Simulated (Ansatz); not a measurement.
# Be3N2 (P-3m1): following an unstable mode, part 3 of 3

Which phase does Be3N2 (P-3m1) fall into along its unstable mode, and how much energy does it gain?

Ansatz 0.2.0; DFT PBEsol, scalar-relativistic, plane waves, PAW.

So far. Step 5 (Energy along the mode, all amplitudes (two of the runs …): The lowest of the steps tried is at 0.32 Å, 9.39 meV/atom below the parent; the bottom of the well need not coincide with a step. Step 7 (The new phase in its own primitive cell): The largest force component left is 0.049 meV/Å and the pressure is 0.000 GPa, within the tolerances set. The cell now holds 6.54 Å³/atom.

### Step 8. Modes of the new phase, k-mesh 8×8×6

A relaxed structure may still be a saddle point, so its zone-centre modes are computed. The response to a homogeneous field gives the Born charges and the dielectric tensor.

Contents of input.yaml:

```yaml
crystal:
  lattice:
    - [4.9919881575, -1.4990787686, 0.0]
    - [4.9919881575, 1.4990787686, 0.0]
    - [-1.7674074986, 0.0, 4.3712940452]
  atoms:
    - { symbol: Be, position: [0.5879245166, 0.4120754834, 0.75] }
    - { symbol: Be, position: [0.4120754834, 0.5879245166, 0.25] }
    - { symbol: Be, position: [0.9826832466, 0.3721668005, 0.2682543743] }
    - { symbol: Be, position: [0.3721668005, 0.9826832466, 0.7682543743] }
    - { symbol: Be, position: [0.6278331995, 0.0173167534, 0.2317456257] }
    - { symbol: Be, position: [0.0173167534, 0.6278331995, 0.7317456257] }
    - { symbol: "N", position: [0.4248136958, 0.8323063439, 0.0737888281] }
    - { symbol: "N", position: [0.8323063439, 0.4248136958, 0.5737888281] }
    - { symbol: "N", position: [0.1676936561, 0.5751863042, 0.4262111719] }
    - { symbol: "N", position: [0.5751863042, 0.1676936561, 0.9262111719] }
kpoints:
  mp_grid: { grid: [8, 8, 6] }
hamiltonian:
  xc: pbesol
scf:
  occupations: { method: fixed }
output:
  eigenvalues: true
phonons:
  method: dfpt
  dielectric: true
  rigid_motions: translations
```

Started as:

```
ansatz run input.yaml --threads 4 --pin off --max-ram 7168MiB --backend cpu --events-out ev --progress --plain --runs-dir out
```

Numbers of over 12 decimals in the logs are rounded to 6 here.

Log:

```text
[...]
Crystal: 10 atoms, lattice volume = 65.424 Å³
Basis set: ecut = 420 eV, 1277 PW (Γ), exchange–correlation on 72×72×64 points (8 copies of the dense FFT grid, shifted against one another)
Bands: 26, of which v1, the nominal top of the filled ones, is band 16 counted from 1 (15 counted from 0)
Symmetry: 4 space group operations
k-points: 196 of 384 (irreducible under 1 space group operation, time reversal used)
[...]
SCF iter   1: F=—  HF=-2066.021520 eV  |F-HF|=—  |Δ(HF+E_count)|=         —  Δρ=1.02e-2  dr2=6.89e-2  ethr=1.77e-3  ⟨swp⟩=4.4  Hψ=22661  notcnv=0  defer=1327
[...]
SCF iter   8: F=-2065.998175 eV  HF=-2065.998175 eV  |F-HF|=3.18e-12  |Δ(HF+E_count)|=  3.08e-10  Δρ=2.01e-7  dr2=1.00e-11  ethr=1.00e-12  ⟨swp⟩=13.3  Hψ=34833  notcnv=0
SCF 1 converged in 8 iterations: F = -2065.998175 eV  dr2 = 1.00e-11
[...]
NSCF: frozen V_eff on 3 k-points
DFPT response loops at Γ: preconditioner auto → none (the input reference at scf.mixing.eps_inf says where Resta's filter doesn't serve); β = 0.50; Broyden in place of MSR1
── the response to a field inside a basis, on 8×8×6 k-points: an SCF that follows is theirs, and a resumed run solves both again ──
Bands: 17, of which v1, the nominal top of the filled ones, is band 16 counted from 1 (15 counted from 0)
k-points: 108 of 384
[...]
Eigensolver: Dense (108 Hₖ)
SCF iter   1: F=—  HF=-2065.994397 eV  |F-HF|=—  |Δ(HF+E_count)|=         —  Δρ=3.19e-4  dr2=1.11e-5  ethr=1.00e-1
[...]
SCF iter   4: F=-2065.994403 eV  HF=-2065.994403 eV  |F-HF|=1.24e-9  |Δ(HF+E_count)|=   8.04e-8  Δρ=3.61e-6  dr2=2.95e-9  ethr=1.87e-9
SCF 1 converged in 4 iterations: F = -2065.994403 eV  dr2 = 2.95e-9
[...]
SCF converged after 8 iterations
Free energy (F): -2065.998175 eV
[...]
Internal energy: -2065.998175 eV  (E = F + TS)
E sigma→0 (E₀):  -2065.998175 eV
Fermi energy:    8.563651 eV
[...]
--- Band table (eV; the first three rows and the last of 196) ---
  k-point 0: bands = [... 12 lower, 7.5244, 8.1195, 8.3132, 8.5637, 13.3994, 13.7085, 14.6883, 15.7288, ... 6 higher]
  k-point 1: bands = [... 12 lower, 7.0572, 7.9352, 8.0284, 8.4277, 12.9582, 14.6188, 14.8716, 15.6659, ... 6 higher]
  k-point 2: bands = [... 12 lower, 6.7993, 7.1901, 7.7636, 8.2283, 12.9986, 14.5603, 15.6380, 15.7503, ... 6 higher]
  k-point 195: bands = [... 12 lower, 7.0013, 7.0013, 7.4526, 7.4526, 14.9009, 14.9009, 15.1162, 15.1162, ... 6 higher]
--- Phonons (Γ-DFPT): 9 representative perturbations + reference, on 196 of 384 k-points (Σ response iterations 27) ---
  k mesh reduced under 1 symmetry operation, with k and −k counted as one. Each operation leaves every solved perturbation unchanged. A smaller set is not considered because the run solves the response to a homogeneous field
  ASR residual: 1.111e-4 → 0.000e0 eV/Å²; symmetrization residual: 4.976e-7 eV/Å²
  ASR residual per site (eV/Å²): 4.54e-5 4.54e-5 1.11e-4 1.11e-4 1.11e-4 1.11e-4 8.71e-5 8.71e-5 8.71e-5 8.71e-5
  Γ frequencies (cm⁻¹): 0.00 0.00 0.00 341.93 366.85 367.62 427.00 428.70 432.89 464.90 502.11 512.36 522.60 549.45 566.12 596.90 628.32 659.75 680.20 702.83 718.28 760.01 761.08 769.61 770.52 800.17 803.00 845.12 879.47 970.91
  ε∞ (high-frequency dielectric tensor):
        5.284159     0.000000     0.156549
        0.000000     4.962666     0.000000
        0.156549     0.000000     5.081818
  ε⁰ (static dielectric tensor: ions relaxed, cell fixed):
       17.396612    -0.000000     2.187623
       -0.000000    12.455261     0.000000
        2.187623     0.000000    15.475642
  ε⁰ − ε∞ (ionic part):
       12.112453    -0.000000     2.031074
       -0.000000     7.492595     0.000000
        2.031074     0.000000    10.393824
  softest optical mode at Γ: 341.93 cm⁻¹; the repairs (sum rule, projections) moved no ω² at Γ by more than (2.11 cm⁻¹)²
  Born effective charges Z* (e; rows j = field, columns β = displacement):
    site 0:
         2.35190    0.00000    0.02740
         0.00000    1.69952    0.00000
         0.07445    0.00000    2.15755
    site 1:
         2.35190    0.00000    0.02740
         0.00000    1.69952    0.00000
         0.07445    0.00000    2.15755
    site 2:
         1.60745   -0.07805    0.02722
        -0.06505    1.69940    0.06227
         0.03160    0.07236    1.54581
    site 3:
         1.60745    0.07805    0.02722
         0.06505    1.69940   -0.06227
         0.03160   -0.07236    1.54581
    site 4:
         1.60745    0.07805    0.02722
         0.06505    1.69940   -0.06227
         0.03160   -0.07236    1.54581
    site 5:
         1.60745   -0.07805    0.02722
        -0.06505    1.69940    0.06227
         0.03160    0.07236    1.54581
    site 6:
        -2.78340   -0.25800   -0.04092
        -0.16018   -2.54916   -0.13508
        -0.06882    0.04360   -2.62458
    site 7:
        -2.78340    0.25800   -0.04092
         0.16018   -2.54916    0.13508
        -0.06882   -0.04360   -2.62458
    site 8:
        -2.78340    0.25800   -0.04092
         0.16018   -2.54916    0.13508
        -0.06882   -0.04360   -2.62458
    site 9:
        -2.78340   -0.25800   -0.04092
        -0.16018   -2.54916   -0.13508
        -0.06882    0.04360   -2.62458
  Z* charge neutrality: 3.900e-3 e pre-enforcement
  solved inside a basis spanned on kpoints, on 8×8×6 k-points, its susceptibility summed on 12×12×8: ε∞ is read to err by 1.7e-2, Z* by 1.0e-2 e (field_mesh: kpoints solves on kpoints); Z* is corrected for what the basis lacks
  optical modes at Γ without the LO–TO term, one row a degenerate level:
      ω (cm⁻¹)  modes    IR ((D/Å)²/amu)
        341.93      1             0.0000
[...]
optical modes at Γ + LO–TO along q̂ = [1.0000, 0.0000, 0.0000]:
      ω (cm⁻¹)  modes    IR ((D/Å)²/amu)
[...]
optical modes at Γ + LO–TO along q̂ = [0.0000, 1.0000, 0.0000]:
      ω (cm⁻¹)  modes    IR ((D/Å)²/amu)
[...]
optical modes at Γ + LO–TO along q̂ = [0.0000, 0.0000, 1.0000]:
      ω (cm⁻¹)  modes    IR ((D/Å)²/amu)
[...]
680.20      1             0.0000
        702.83      1            38.6387
        744.44      1             2.0256
        760.01      1            28.0810
        761.08      1             0.0000
        769.61      1             0.0000
        800.17      1             0.0000
        803.00      1             0.0000
        845.12      1             1.0990
        877.85      1             0.3697
        970.91      1             0.0000
       1033.26      1            88.3801
```

Elapsed: 2.3 min, on 4 threads of Arm Neoverse V1, shared host; peak memory 1.7 GiB; 8.9 min of CPU time.

This step gave:

- sum-rule residual before enforcement: 1.11e-4 eV/Å²
- miss of the charge sum rule: 0.003900 e
- estimated error of the dielectric tensor: 0.01690
- estimated error of the Born charges: 0.01008 e
- point group: 2/m
- highest optical mode at the zone centre (no LO-TO term): 970.9 cm⁻¹
- lowest optical zone-centre mode: 341.9 cm⁻¹
- mean high-frequency dielectric constant: 5.110
- largest Born charge (third of the trace): -2.652 e
- mean static dielectric constant: 15.11
- top of the zone-centre spectrum with the field: 1033 cm⁻¹

Without the LO-TO term. Patterns of degenerate modes are one choice out of their space. Modes at Γ, with each element's share of the kinetic energy:

| mode | frequency (cm⁻¹) | symmetry | Be % | N % |
| --- | --- | --- | --- | --- |
| 1 | 0.0 | acoustic | 49 | 51 |
| 2 | 0.0 | acoustic | 49 | 51 |
| 3 | 0.0 | acoustic | 49 | 51 |
| 4 | 341.9 | Ag | 76 | 24 |
| 5 | 366.9 | Bu | 92 | 8 |
| 6 | 367.6 | Bg | 82 | 18 |
| 7 | 427.0 | Au | 87 | 13 |
| 8 | 428.7 | Ag | 30 | 70 |
| 9 | 432.9 | Bg | 41 | 59 |
| 10 | 464.9 | Ag | 77 | 23 |
| 11 | 502.1 | Bg | 84 | 16 |
| 12 | 512.4 | Bu | 51 | 49 |
| 13 | 522.6 | Au | 14 | 86 |
| 14 | 549.5 | Bg | 30 | 70 |
| 15 | 566.1 | Bu | 22 | 78 |
| 16 | 596.9 | Au | 89 | 11 |
| 17 | 628.3 | Ag | 56 | 44 |
| 18 | 659.8 | Bg | 88 | 12 |
| 19 | 680.2 | Ag | 60 | 40 |
| 20 | 702.8 | Au | 51 | 49 |
| 21 | 718.3 | Bu | 66 | 34 |
| 22 | 760.0 | Au | 37 | 63 |
| 23 | 761.1 | Ag | 71 | 29 |
| 24 | 769.6 | Bg | 20 | 80 |
| 25 | 770.5 | Bu | 72 | 28 |
| 26 | 800.2 | Bg | 68 | 32 |
| 27 | 803.0 | Ag | 30 | 70 |
| 28 | 845.1 | Au | 74 | 26 |
| 29 | 879.5 | Bu | 99 | 1 |
| 30 | 970.9 | Bg | 88 | 12 |

Displacements in mode 4 (341.9 cm⁻¹), the largest set to 1:
```
Be1  0.00  1.00  0.00
Be2  0.00 -1.00  0.00
Be3  0.05 -0.62  0.11
Be4  0.05  0.62  0.11
Be5 -0.05 -0.62 -0.11
Be6 -0.05  0.62 -0.11
N7   0.06 -0.42  0.05
N8   0.06  0.42  0.05
N9  -0.06 -0.42 -0.05
N10 -0.06  0.42 -0.05
```

Displacements in mode 23 (761.1 cm⁻¹), the largest set to 1:
```
Be1  0.00 -0.38  0.00
Be2  0.00  0.38  0.00
Be3  0.62 -0.85 -1.00
Be4  0.62  0.85 -1.00
Be5 -0.62 -0.85  1.00
Be6 -0.62  0.85  1.00
N7  -0.13  0.46  0.58
N8  -0.13 -0.46  0.58
N9   0.13  0.46 -0.58
N10  0.13 -0.46 -0.58
```

Optical modes at the zone centre, without and with the macroscopic field of the longitudinal modes; each column is sorted by frequency, so a row need not hold one and the same mode. Modes with and without the field, by row:

| rank among optical modes | no field (cm⁻¹) | q along (1, 0, 0) (cm⁻¹) | q along (0, 1, 0) (cm⁻¹) | q along (0, 0, 1) (cm⁻¹) |
| --- | --- | --- | --- | --- |
| 1 | 341.9 | 341.9 | 341.9 | 341.9 |
| 2 | 366.9 | 367 | 366.9 | 367.6 |
| 3 | 367.6 | 367.6 | 367.6 | 426.5 |
| 4 | 427 | 427 | 428.7 | 427 |
| 5 | 428.7 | 428.7 | 432.9 | 428.7 |
| 6 | 432.9 | 432.9 | 464.9 | 432.9 |
| 7 | 464.9 | 464.9 | 475 | 464.9 |
| 8 | 502.1 | 502.1 | 502.1 | 502.1 |
| 9 | 512.4 | 522.6 | 512.4 | 522.6 |
| 10 | 522.6 | 549.5 | 522.6 | 548.9 |
| 11 | 549.5 | 562.6 | 549.5 | 549.5 |
| 12 | 566.1 | 596.9 | 566.1 | 571.8 |
| 13 | 596.9 | 628.3 | 601.3 | 596.9 |
| 14 | 628.3 | 659.8 | 628.3 | 628.3 |
| 15 | 659.8 | 680.2 | 659.8 | 659.8 |
| 16 | 680.2 | 682.3 | 680.2 | 680.2 |
| 17 | 702.8 | 702.8 | 718.3 | 702.8 |
| 18 | 718.3 | 760 | 734.8 | 744.4 |
| 19 | 760 | 761.1 | 761.1 | 760 |
| 20 | 761.1 | 766.5 | 769.6 | 761.1 |
| 21 | 769.6 | 769.6 | 770.5 | 769.6 |
| 22 | 770.5 | 800.2 | 800.2 | 800.2 |
| 23 | 800.2 | 803 | 803 | 803 |
| 24 | 803 | 845.1 | 842.8 | 845.1 |
| 25 | 845.1 | 879.2 | 879.5 | 877.9 |
| 26 | 879.5 | 970.9 | 970.9 | 970.9 |
| 27 | 970.9 | 989.6 | 1031 | 1033 |

Born charge (rows field, columns displacement) (e), principal values of the symmetric part by kind of site:

| atom | atoms with these values | low | middle | high | mean |
| --- | --- | --- | --- | --- | --- |
| Be1 | 2 | 1.70 | 2.14 | 2.36 | 2.07 |
| Be3 | 4 | 1.49 | 1.61 | 1.75 | 1.62 |
| N7 | 4 | -2.92 | -2.61 | -2.43 | -2.65 |

In full for Be3:

```
 1.61 -0.08  0.03
-0.07  1.70  0.06
 0.03  0.07  1.55
```

High-frequency dielectric tensor:

```
5.28 0.00 0.16
0.00 4.96 0.00
0.16 0.00 5.08
```

Static dielectric tensor (ions relaxed, fixed cell):

```
17.40  0.00  2.19
 0.00 12.46  0.00
 2.19  0.00 15.48
```

Transverse modes. Infrared lines, with heights relative to the strongest:

| position (cm⁻¹) | lines merged | relative intensity |
| --- | --- | --- |
| 342 | 1 | 0.0 |
| 367 | 1 | 23 |
| 368 | 1 | 0.0 |
| 427 | 1 | 18 |
| 429 | 1 | 0.0 |
| 433 | 1 | 0.0 |
| 465 | 1 | 0.0 |
| 502 | 1 | 0.0 |
| 512 | 1 | 100 |
| 523 | 1 | 0.0 |
| 549 | 1 | 0.0 |
| 566 | 1 | 6.2 |
| 597 | 1 | 2.6 |
| 628 | 1 | 0.0 |
| 660 | 1 | 0.0 |
| 680 | 1 | 0.0 |
| 703 | 1 | 40 |
| 718 | 1 | 45 |
| 760 | 1 | 29 |
| 761 | 1 | 0.0 |
| 770 | 2 | 31 |
| 800 | 1 | 0.0 |
| 803 | 1 | 0.0 |
| 845 | 1 | 1.1 |
| 880 | 1 | 0.6 |
| 971 | 1 | 0.0 |

Before it was imposed, the acoustic sum rule was missed by 1.1e-4 eV/Å² and the charge sum rule by 0.0039 e. Small misses are needed for a sound result but don't prove that mesh and cutoff are converged. The lowest optical mode is real, 342 cm⁻¹.

### Step 9. What came out

```
unstable mode of the parent                                                      : q = (0, -0.5, -0.5), 214i cm⁻¹
depth at the lowest point sampled                                                : 9.39 meV/atom
largest atomic shift at that point                                               : 0.32 Å
space group reached (within 0.01 Å)                                              : C2/c
energy gained over the parent (first relaxation, on the mesh of the frozen mode) : 38.6 meV/atom
volume per atom, phase reached                                                   : 6.54 Å³
gap on the k-mesh, phase reached                                                 : 3.67 eV
lowest optical zone-centre mode, phase reached                                   : 342 cm⁻¹
highest optical mode at the zone centre (no LO-TO term), phase reached           : 971 cm⁻¹
```

In words: Along this mode the structure falls into C2/c, 38.6 meV/atom below the parent. At the parent's cell the well is 9.393 meV/atom deep on the steps tried, with its lowest point at a shift of 0.32 Å. Relaxing atoms and cell changes the gain by +29.25 meV/atom against the lowest step (energies at zero smearing). Most of the total comes from this relaxation. The new phase has no imaginary mode at the zone centre of its cell; other wavevectors were not checked. Of the 4 patterns followed to their end from this parent, this one ends 102 meV/atom above the lowest, R3m. Each path keeps the symmetry of its pattern, so a lower phase may lie along a pattern not tried. The program warns that the interpolation holds no quadrupole term, so branches close to Γ can be off in this crystal.

[Logs are printed without paths, hosts, clocks, repeated set-up lines and the standing remarks that a program may print on its own settings, such as how far it seeks lower states.]

[Hosts, paths, dates, database ids (printed as entryN), source tags and the programs' standing remarks are cut or masked in the printed files.]
